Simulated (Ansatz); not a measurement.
# Fe: the cost of one run

Computed with Ansatz 0.2.0 (DFT PBE+D3(BJ), scalar-relativistic, plane waves, PAW, unless a step's input says otherwise).

The COD entry's cell or inner coordinates are ideal or old and differ from later refinements, so a difference from it is no clean test against experiment.

## (1) The system as given

Symmetry: Im-3m, No. 229, cubic system. Conventional cell: a = 2.805 Å, b = 2.805 Å, c = 2.805 Å, α = 90.00°, β = 90.00°, γ = 90.00°. Fe (site symmetry m-3m) has 8 Fe at 2.43 Å as nearest neighbours.

Coordinates:

```xyz
1
Lattice="-1.4024 1.4024 1.4024 1.4024 -1.4024 1.4024 1.4024 1.4024 -1.4024" Properties=species:S:1:pos:R:3 pbc="T T T"
Fe    0.0000    0.0000    0.0000
```

It is the result of an earlier relaxation at this level (volume 11.03 Å³/atom; gap on the mesh: none (metal), site moments up to 2.1 μB).

## (2) Cutting the slab

Planes are indexed in the bulk's conventional cell (Im-3m (No. 229)), a = 2.805 Å, b = 2.805 Å, c = 2.805 Å, α = 90.00°, β = 90.00°, γ = 90.00°.

A (100) slab, 7.0 Å thick as cut, with 17 Å of vacuum; its outer planes are Fe (top) and Fe (bottom).

The slab as cut. Layers, bottom to top:

```csv
plane,atoms per cell,height over the lowest (Å)
1,Fe,0.00
2,Fe,1.40
3,Fe,2.80
4,Fe,4.21
5,Fe,5.61
6,Fe,7.01
```

## (3) The clean surface, relaxed

Contents of input.yaml:

```yaml
crystal:
  lattice:
    - [2.8047736408, 0.0, 0.0]
    - [0.0, 2.8047736408, 0.0]
    - [0.0, 0.0, 24.0119341019]
  atoms:
    - { symbol: Fe, position: [0.5, 0.5, 0.3539906433], spin: 2.36 }
    - { symbol: Fe, position: [0.0, 0.0, 0.412394386], spin: 2.36 }
    - { symbol: Fe, position: [0.5, 0.5, 0.4707981287], spin: 2.36 }
    - { symbol: Fe, position: [0.0, 0.0, 0.5292018713], spin: 2.36 }
    - { symbol: Fe, position: [0.5, 0.5, 0.587605614], spin: 2.36 }
    - { symbol: Fe, position: [0.0, 0.0, 0.6460093567], spin: 2.36 }
basis:
  ecutwfc: 420
kpoints:
  mp_grid: { grid: [10, 10, 1] }
hamiltonian:
  xc: pbe
  dispersion: d3bj
scf:
  occupations: { method: gaussian, width: 0.1 }
output:
  forces: true
  eigenvalues: true
  populations: true
  write_density: true
  write_potential: true
  elf: true
  volumetric_format: npy
magnetization:
  spin_polarized: true
relax:
  adjacent_minimum: "off"
  f_tol: 0.03
  max_steps: 70
  constraints: [{ sites: [0, 1, 2] }]
efield:
  axis: 3
  dipole_correction: true
```

The run is started by

```sh
$ ansatz run input.yaml --threads 2 --pin off --max-ram 5120MiB --backend cpu --events-out ev --progress --plain --runs-dir out
```

**Question.** How long does this run take on 2 threads of Intel Xeon at 2.50GHz (Skylake/Cascade Lake), shared host, and how much memory does it need?

About 3.7 min, with a peak of 0.74 GiB.
